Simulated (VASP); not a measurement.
Input of a VASP 6.6.1 run:

File INCAR:

```
PREC     = Accurate       # precision mode
ENCUT    = 520            # plane-wave cutoff, eV
EDIFF    = 1E-7           # SCF threshold, eV
ISMEAR   = 0              # smearing method
SIGMA    = 0.02           # smearing width, eV
LREAL    = F              # projectors in reciprocal space
LASPH    = T              # aspherical terms in the spheres
NELM     = 100            # most SCF steps
ALGO     = Normal         # electronic algorithm
ISIF     = 4              # what is computed and relaxed
LWAVE    = F              # write WAVECAR
LCHARG   = F              # write CHGCAR
GGA      = PE             # functional
IVDW     = 12             # dispersion correction
IBRION   = 2              # ionic algorithm
NSW      = 80             # ionic steps
EDIFFG   = -0.002         # ionic threshold
```

The input KPOINTS:

```
Automatic mesh
0
Gamma
  6 6 2
```

Contents of POSCAR:

```
BN                                      
1.0
    2.5315731455      0.0000000000      0.0000000000
   -1.2657865728      2.1924066507      0.0000000000
    0.0000000000      0.0000000000      6.6617072993
  B               N             
     2     2
Direct
     0.3333333300000021    0.6666666699999979    0.2500000000000000
     0.6666666699999979    0.3333333300000021    0.7500000000000000
     0.3333333300000021    0.6666666699999979    0.7500000000000000
     0.6666666699999979    0.3333333300000021    0.2500000000000000
```

Potentials or basis: VASP PAW PBE potentials, release 64 (B, N).

Run with:

```bash
$ cat potpaw_PBE.64/B/POTCAR potpaw_PBE.64/N/POTCAR > POTCAR
$ mpirun -np 1 vasp_std > vasp.out
```

Question: Predict the band gap on the k mesh.

Answer: 4.30 eV, indirect (least direct gap 4.63 eV).

Question: What does it give for the dispersion energy per atom?

Answer: -0.137 eV.

Final structure:
```yaml
crystal:
  lattice:
    - [2.50867, 0.00000, 0.00000]
    - [-1.25434, 2.17258, 0.00000]
    - [0.00000, 0.00000, 6.78388]
  atoms:
    - { symbol: B, position: [0.33333, 0.66667, 0.25000] }
    - { symbol: B, position: [0.66667, 0.33333, 0.75000] }
    - { symbol: N, position: [0.33333, 0.66667, 0.75000] }
    - { symbol: N, position: [0.66667, 0.33333, 0.25000] }
```

Caveat: the k mesh is coarse (spacing up to 0.48 Å⁻¹), so the values aren't converged. A k mesh can miss the band edges.
